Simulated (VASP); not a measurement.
Computed with SCAN meta-GGA, VASP's PBE PAW potentials (set 64) (plane waves; VASP).

VASP input:

**KPOINTS**
```
Automatic
0
gamma
7 7 7
0 0 0
```

INCAR:
```
SYSTEM = ZrO2
PREC = Accurate
ENCUT = 520
EDIFF = 1E-6
NELM = 100
ALGO = Normal
LREAL = .FALSE.
LASPH = .TRUE.
ISMEAR = 0
SIGMA = 0.05
METAGGA = SCAN
LMIXTAU = .TRUE.
LMAXMIX = 4
LWAVE = .FALSE.
LCHARG = .FALSE.
IBRION = 2
ISIF = 3
NSW = 60
EDIFFG = -0.02
```

### POSCAR
```
ZrO2
1
   -0.0000000000     2.5336762499     2.5336762499
    2.5336762499     0.0000000000     2.5336762499
    2.5336762499     2.5336762499    -0.0000000000
Zr O
1 2
Direct
  0.0000000000   0.0000000000   0.0000000000
  0.2500000000   0.2500000000   0.2500000000
  0.7500000000   0.7500000000   0.7500000000
```

POTCAR, in this order: Zr_sv O (PBE.64 set). Program: vasp_std.

Output of the run:

OUTCAR:
```
 ion  position               nearest neighbor table
   1  0.000  0.000  0.000-   3 2.19   3 2.19   3 2.19   2 2.19   3 2.19   2 2.19   2 2.19   2 2.19
  LATTYP: Found a face centered cubic cell.
 ALAT       =     5.0673524998
 Subroutine PRICEL returns:
 Original cell was already a primitive cell.
 Subroutine GETGRP returns: Found 48 space group operations
The static configuration has the point symmetry O_h .
The dynamic configuration has the point symmetry O_h .
 Subroutine INISYM returns: Found 48 space group operations
 Subroutine IBZKPT returns following result:
 Found     20 irreducible k-points:

 Following reciprocal coordinates:
            Coordinates               Weight
  0.000000  0.000000  0.000000      1.000000
  0.142857  0.000000  0.000000      8.000000
  0.285714  0.000000  0.000000      8.000000
  0.428571  0.000000  0.000000      8.000000
  0.142857  0.142857  0.000000      6.000000
  0.285714  0.142857  0.000000     24.000000
  0.428571  0.142857  0.000000     24.000000
 -0.428571  0.142857  0.000000     24.000000
 -0.285714  0.142857  0.000000     24.000000
 -0.142857  0.142857  0.000000     12.000000
  0.285714  0.285714  0.000000      6.000000
  0.428571  0.285714  0.000000     24.000000
 -0.428571  0.285714  0.000000     24.000000
 -0.285714  0.285714  0.000000     12.000000
  0.428571  0.428571  0.000000      6.000000
 -0.428571  0.428571  0.000000     12.000000
  0.428571  0.285714  0.142857     24.000000
 -0.428571  0.285714  0.142857     48.000000
 -0.428571  0.428571  0.142857     24.000000
 -0.285714  0.428571  0.142857     24.000000
   k-points           NKPTS =     20   k-points in BZ     NKDIM =     20   number of bands    NBANDS=     16
   number of dos      NEDOS =    301   number of ions     NIONS =      3
   total plane-waves  NPLWV =  21952
   dimension x,y,z NGX =    28 NGY =   28 NGZ =   28
   dimension x,y,z NGXF=    56 NGYF=   56 NGZF=   56
   ions per type =               1   2
   PREC   = accura    normal or accurate (medium, high low for compatibility)
   ISTART =      0    job   : 0-new  1-cont  2-samecut
   ICHARG =      2    charge: 1-file 2-atom 10-const
   ISPIN  =      1    spin polarized calculation?
   LNONCOLLINEAR =      F non collinear calculations
   LSORBIT =      F    spin-orbit coupling
   INIWAV =      1    electr: 0-lowe 1-rand  2-diag
   ENCUT  =  520.0 eV  38.22 Ry    6.18 a.u.   6.66  6.66  6.66*2*pi/ulx,y,z
   NELM   =    100;   NELMIN=  2; NELMDL= -5     # of ELM steps
   EDIFF  = 0.1E-05   stopping-criterion for ELM
   LREAL  =      F    real-space projection
   NLSPLINE    = F    spline interpolate recip. space projectors
   LMAXMIX     =    4 max onsite mixed and CHGCAR
   VOSKOWN=      0    Vosko Wilk Nusair interpolation
   EDIFFG = -.2E-01   stopping-criterion for IOM
   NSW    =     60    number of steps for IOM
   NBLOCK =      1;   KBLOCK =     60    inner block; outer block
   IBRION =      2    ionic relax: 0-MD 1-quasi-New 2-CG
   NFREE  =      1    steps in history (QN), initial steepest desc. (CG)
   ISIF   =      3    stress and relaxation
   ISYM   =      2    0-nonsym 1-usesym 2-fastsym
   TEIN   =    0.0    initial temperature
   TEBEG  =    0.0;   TEEND  =   0.0 temperature during run
   SMASS  =  -3.00    Nose mass-parameter (am)
   PSTRESS=    0.0 pullay stress
   NELECT =      24.0000    total number of electrons
   EFERMI =   0.00;   METHOD = LEGACY
   ISMEAR =     0;   SIGMA  =   0.05  broadening in eV -4-tet -1-fermi 0-gaus
   IALGO  =     38    algorithm
   LDIAG  =      T    sub-space diagonalisation (order eigenvalues)
   IMIX   =      4    mixing-type and parameters
     AMIX     =   0.40;   BMIX     =  1.00
     AMIX_MAG =   1.60;   BMIX_MAG =  1.00
     AMIN     =   0.10
...
```

File OSZICAR:
```
       N       E                     dE             d eps       ncg     rms          rms(c)
DAV:   1     0.154152086013E+03    0.15415E+03   -0.14875E+04   640   0.158E+03
DAV:   2    -0.629100006547E+02   -0.21706E+03   -0.21358E+03   856   0.398E+02
DAV:   3    -0.706254273521E+02   -0.77154E+01   -0.77094E+01  1112   0.739E+01
DAV:   4    -0.706957829276E+02   -0.70356E-01   -0.70346E-01   768   0.611E+00
DAV:   5    -0.706972808679E+02   -0.14979E-02   -0.14979E-02   936   0.520E-01    0.268E+01
DAV:   6    -0.537732374453E+02    0.16924E+02   -0.19463E+01   856   0.426E+01    0.980E+00
DAV:   7    -0.552941925795E+02   -0.15210E+01   -0.32031E+00   744   0.179E+01    0.403E+00
DAV:   8    -0.486513860625E+02    0.66428E+01   -0.18510E+00   656   0.164E+01    0.434E+00
DAV:   9    -0.546144786198E+02   -0.59631E+01   -0.40510E+00   704   0.191E+01    0.316E+00
DAV:  10    -0.543603975996E+02    0.25408E+00   -0.12087E+00   680   0.106E+01    0.128E+00
DAV:  11    -0.543895205603E+02   -0.29123E-01   -0.18753E-02   816   0.133E+00    0.116E+00
DAV:  12    -0.543882282960E+02    0.12923E-02   -0.38111E-02   728   0.201E+00    0.466E-01
DAV:  13    -0.543947076171E+02   -0.64793E-02   -0.44450E-03   640   0.883E-01    0.478E-01
DAV:  14    -0.543924772578E+02    0.22304E-02   -0.11072E-03   856   0.306E-01    0.379E-01
DAV:  15    -0.543893486020E+02    0.31287E-02   -0.12335E-02   728   0.743E-01    0.518E-02
DAV:  16    -0.543895893038E+02   -0.24070E-03   -0.20390E-03   832   0.359E-01    0.151E-01
DAV:  17    -0.543897710275E+02   -0.18172E-03   -0.61319E-05   872   0.772E-02    0.113E-01
DAV:  18    -0.543898283033E+02   -0.57276E-04   -0.61032E-05   688   0.797E-02    0.856E-02
DAV:  19    -0.543897479277E+02    0.80376E-04   -0.17087E-04   728   0.924E-02    0.382E-02
DAV:  20    -0.543897271629E+02    0.20765E-04   -0.55298E-05   808   0.513E-02    0.138E-02
DAV:  21    -0.543897257957E+02    0.13673E-05   -0.54906E-06   680   0.183E-02    0.689E-03
DAV:  22    -0.543897240718E+02    0.17238E-05   -0.26682E-06   624   0.119E-02    0.174E-03
DAV:  23    -0.543897239454E+02    0.12640E-06   -0.24960E-07   336   0.414E-03
   1 F= -.54389724E+02 E0= -.54389724E+02  d E =-.543897E+02
       N       E                     dE             d eps       ncg     rms          rms(c)
DAV:   1    -0.545011983599E+02   -0.11147E+00   -0.40447E+00   760   0.221E+01    0.365E+00
DAV:   2    -0.543979021606E+02    0.10330E+00   -0.37046E-01   736   0.560E+00    0.146E+00
DAV:   3    -0.543832693790E+02    0.14633E-01   -0.62945E-02   976   0.238E+00    0.232E-01
DAV:   4    -0.543832172013E+02    0.52178E-04   -0.84818E-03   696   0.108E+00    0.260E-01
DAV:   5    -0.543830574652E+02    0.15974E-03   -0.16874E-02   832   0.114E+00    0.164E-01
DAV:   6    -0.543838093050E+02   -0.75184E-03   -0.17034E-03   800   0.460E-01    0.102E-01
DAV:   7    -0.543842758370E+02   -0.46653E-03   -0.76116E-04   656   0.344E-01    0.650E-02
DAV:   8    -0.543845935525E+02   -0.31772E-03   -0.51568E-04   992   0.198E-01    0.985E-03
DAV:   9    -0.543845940346E+02   -0.48211E-06   -0.21448E-05  1176   0.341E-02    0.104E-02
DAV:  10    -0.543845879526E+02    0.60820E-05   -0.87177E-07   488   0.125E-02    0.815E-03
DAV:  11    -0.543845954801E+02   -0.75275E-05   -0.72085E-06   760   0.303E-02    0.193E-03
DAV:  12    -0.543845956309E+02   -0.15084E-06   -0.58206E-07   480   0.627E-03
   2 F= -.54384596E+02 E0= -.54384596E+02  d E =0.512831E-02
       N       E                     dE             d eps       ncg     rms          rms(c)
DAV:   1    -0.544393640155E+02   -0.54769E-01   -0.15533E+00   744   0.136E+01    0.230E+00
DAV:   2    -0.543982046657E+02    0.41159E-01   -0.13625E-01   736   0.343E+00    0.891E-01
DAV:   3    -0.543918759003E+02    0.63288E-02   -0.23991E-02   984   0.150E+00    0.143E-01
DAV:   4    -0.543925268219E+02   -0.65092E-03   -0.29154E-03   688   0.641E-01    0.167E-01
DAV:   5    -0.543905376152E+02    0.19892E-02   -0.64635E-03   896   0.765E-01    0.972E-02
DAV:   6    -0.543923401281E+02   -0.18025E-02   -0.69211E-04   744   0.316E-01    0.590E-02
DAV:   7    -0.543929346665E+02   -0.59454E-03   -0.34354E-04   752   0.245E-01    0.377E-02
DAV:   8    -0.543929637991E+02   -0.29133E-04   -0.14851E-04   960   0.787E-02    0.390E-03
DAV:   9    -0.543929733220E+02   -0.95229E-05   -0.10665E-05  1120   0.268E-02    0.671E-03
DAV:  10    -0.543929727202E+02    0.60180E-06   -0.49315E-07   384   0.876E-03
   3 F= -.54392973E+02 E0= -.54392973E+02  d E =-.324877E-02
```

File OUTCAR:
```
------------------------ aborting loop because EDIFF is reached ----------------------------------------
  FORCE on cell =-STRESS in cart. coord.  units (eV):
  Direction    XX          YY          ZZ          XY          YZ          ZX
  --------------------------------------------------------------------------------------
  Total        0.0171076      0.0171076      0.0171076     -0.0000000      0.0000000     -0.0000000
  in kB        0.8333497      0.8333497      0.8333497     -0.0000000      0.0000000     -0.0000000
  external PRESSURE =       0.8333497 kB  Pullay stress =       0.0000000 kB
  volume of cell :       32.89
      direct lattice vectors                 reciprocal lattice vectors
     0.000000000  2.543004462  2.543004462    -0.196617823  0.196617823  0.196617823
     2.543004462  0.000000000  2.543004462     0.196617823 -0.196617823  0.196617823
     2.543004462  2.543004462 -0.000000000     0.196617823  0.196617823 -0.196617823
 POSITION                                       TOTAL-FORCE (eV/Angst)
 -----------------------------------------------------------------------------------
      0.00000      0.00000      0.00000        -0.000000      0.000000     -0.000000
      1.27150      1.27150      1.27150         0.000000      0.000000      0.000000
      3.81451      3.81451      3.81451        -0.000000     -0.000000     -0.000000
 -----------------------------------------------------------------------------------
    total drift:                                0.000000      0.000000      0.000000
  FREE ENERGIE OF THE ION-ELECTRON SYSTEM (eV)
  ---------------------------------------------------
  free  energy   TOTEN  =       -54.3929727202 eV

  energy  without entropy=      -54.3929727202  energy(sigma->0) =      -54.39297272

 reached required accuracy - stopping structural energy minimisation
```
(Selected blocks of OUTCAR.)

**CONTCAR**
```
ZrO2
   1.00000000000000
     0.0000000000000000    2.5430044622676982    2.5430044622676982
     2.5430044622676982    0.0000000000000000    2.5430044622676982
     2.5430044622676982    2.5430044622676982   -0.0000000000000000
  Zr              O
     1     2
Direct
     0.0000000000000000    0.0000000000000000    0.0000000000000000
     0.2500000000000000    0.2500000000000000    0.2500000000000000
     0.7500000000000000    0.7500000000000000    0.7500000000000000
```

The compound is ZrO2 in the fluorite structure, the high-temperature cubic form, which is unstable at 0 K; the monoclinic form is the stable one. This run relaxes it. Symmetry was kept, so distortions that lower it aren't found.
